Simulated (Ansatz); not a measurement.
MgO (Fm-3m), computed twice by G0W0.

```xyz
2
Lattice="0.0000 2.0970 2.0970 2.0970 0.0000 2.0970 2.0970 2.0970 0.0000" Properties=species:S:1:pos:R:3 pbc="T T T"
Mg    0.0000    0.0000    0.0000
O     2.0970    2.0970    2.0970
```

The cell and positions are those that the Materials Project relaxed with its own functionals (PBE, PBE+U or r2SCAN), kept fixed.

The first (Ansatz 0.2.0; start PBE, 8×8×8 mesh, 146 empty bands, screening to 230 eV, PAW set soft_1 files; 1 × NVIDIA H100 80GB HBM3 (shared by 3 runs) with 4 threads of AMD EPYC 7R13 (Zen 3), shared host) gave, on its mesh: starting gap 4.87 eV, G0W0 gap 7.41 eV, RPA ε∞ (mean) 3.02, 19 s.

Question: The second changes frequency model from contour deformation to plasmon pole. What does it give?

It gave: starting gap 4.87 eV, G0W0 gap 7.39 eV, RPA ε∞ (mean) 3.02, 24 s. The G0W0 gap moves by −0.03 eV, +0.00 eV from the start and −0.03 eV from the correction. Σc changes by +0.06 eV at the valence top and +0.03 eV at the conduction bottom, and Σx − Vxc between them by +0.00 eV.

Limits: not at the basis limit.

[Paths, hosts, dates, memory and timing lines, banners, echoed tables and standing remarks are left out of the program output.]

[Logs are printed without paths, hosts, clocks, repeated set-up lines and the standing remarks that a program may print on its own settings, such as how far it seeks lower states.]

[Runs of the session that timed out or met a known fault of the program may be left out.]

[Cells called generated may have been cut or substituted from an entry of the Crystallography Open Database or the Materials Project.]

[Hosts, paths, dates, database ids (printed as entryN), source tags and the programs' standing remarks are cut or masked in the printed files.]
